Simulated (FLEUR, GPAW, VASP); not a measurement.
# HgTe: equilibrium volume by level of theory

```cif
data_structure
_symmetry_space_group_name_H-M 'F-43m'
_symmetry_Int_Tables_number 216
_cell_length_a 6.4290
_cell_length_b 6.4290
_cell_length_c 6.4290
_cell_angle_alpha 90.000
_cell_angle_beta 90.000
_cell_angle_gamma 90.000
_cell_volume 265.72
loop_
_atom_site_label
_atom_site_type_symbol
_atom_site_symmetry_multiplicity
_atom_site_Wyckoff_symbol
_atom_site_fract_x
_atom_site_fract_y
_atom_site_fract_z
_atom_site_occupancy
Hg1 Hg 4 a 0.00000 0.00000 0.00000 1
Te1 Te 4 c 0.25000 0.25000 0.25000 1
```

```tsv
rung	level	program and potentials	cutoff (eV)	k mesh	smearing	task	equilibrium volume (Å³/atom)	miss	notes
GGA	AM05	GPAW, PAW data sets generated for this functional	600	6 × 6 × 6	fermi-dirac 0.05	equation of state	34.96	+3.6 %	-
GGA	PBE	VASP, PBE PAW files Hg, Te, release 54, 580 eV	580	7 × 7 × 7	fermi-dirac 0.05	relaxation of cell and atoms	36.83	+9.2 %	-
GGA	PBE	VASP, PBE PAW files Hg, Te, release 54, 600 eV	600	7 × 7 × 7	fermi-dirac 0.05	relaxation of cell and atoms	36.83	+9.2 %	-
GGA + dispersion	PBE+D3(BJ)	VASP, PBE PAW files Hg, Te, 600 eV	600	7 × 7 × 7	fermi-dirac 0.05	relaxation of cell and atoms	35.14	+4.2 %	-
GGA	WC	FLEUR, all-electron, FLAPW	-	7 × 7 × 7	fermi-dirac 0.05	equation of state	34.60	+2.6 %	fit through 5 volumes
non-local van der Waals functional	PBE+rVV10	VASP, PBE PAW files Hg, Te, 600 eV	600	7 × 7 × 7	fermi-dirac 0.05	relaxation of cell and atoms	35.97	+6.6 %	-
non-local van der Waals functional	vdW-DF-cx	VASP, PBE PAW files Hg, Te, 600 eV	600	7 × 7 × 7	fermi-dirac 0.05	relaxation of cell and atoms	35.06	+3.9 %	potentials made for PBE
Hartree-Fock	HF	VASP, PBE PAW files Hg, Te, 600 eV	600	4 × 4 × 4	fermi-dirac 0.05	relaxation of cell and atoms	36.72	+8.9 %	coarse mesh; potentials made for PBE
```

All rows: no spin polarisation. Smearing widths are in eV. For a metal such meshes aren't converged. Meshes differ between rows, which moves values too. Meshes are those of the run's cell of 2 atoms unless a note names another. Relaxations start from the cell shown or near it and stop with a little pressure left. The cell shown, of 33.22 Å³ an atom, is the runs' start and not the measured value. Misses use the values as printed. Runs on faulty files, with rough fits or with known faults for this quantity aren't shown. No row holds spin-orbit coupling.

By rung: GGA 34.60 to 36.83; GGA + dispersion 35.14; non-local van der Waals functional 35.06 to 35.97; Hartree-Fock on coarse meshes 36.72 (Å³/atom). Measured: 33.73 Å³/atom at 300 K (a printed reference work). Closest, coarse meshes and atomic bases left aside, is WC (+2.6 %), and PBE misses by +9.2 % on plain settings. The runs are for a static lattice, while measurements hold temperature and zero-point motion.
